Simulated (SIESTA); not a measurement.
The system is GaAs.

```
As Ga
1.0
     0.00000    2.82685    2.82685
     2.82685    0.00000    2.82685
     2.82685    2.82685    0.00000
As Ga
1 1
Direct
  0.75000 0.75000 0.75000
  0.00000 0.00000 0.00000
```

Base run:

```yaml
Program: SIESTA 5.4.2
Functional: PBE
Potentials_or_basis: PseudoDojo 0.4 standard (PBE files)
Basis: SZ (energy shift 0.003 Ry)
Grid_cutoff: 800 Ry
Energy_shift: 0.003 Ry
k_mesh: 8 × 8 × 8
Occupations: fermi-dirac, width 0.05 eV
Spin: no spin polarisation
```

Its results: band gap on the k mesh 0.75 eV, direct; pressure 8.2 GPa.

**Question.** The run is repeated on the same cell with these changes: basis from SZ (energy shift 0.003 Ry) to DZ (energy shift 0.003 Ry; two zetas on semicore shells). What comes out?

**Answer.** Band gap on the k mesh 0.63 eV, direct; pressure 3.7 GPa.

Caveats: the basis has no polarisation orbitals; the basis of atomic orbitals isn't converged, which shifts pressures, moduli and gaps.

A k mesh can miss the band edges.
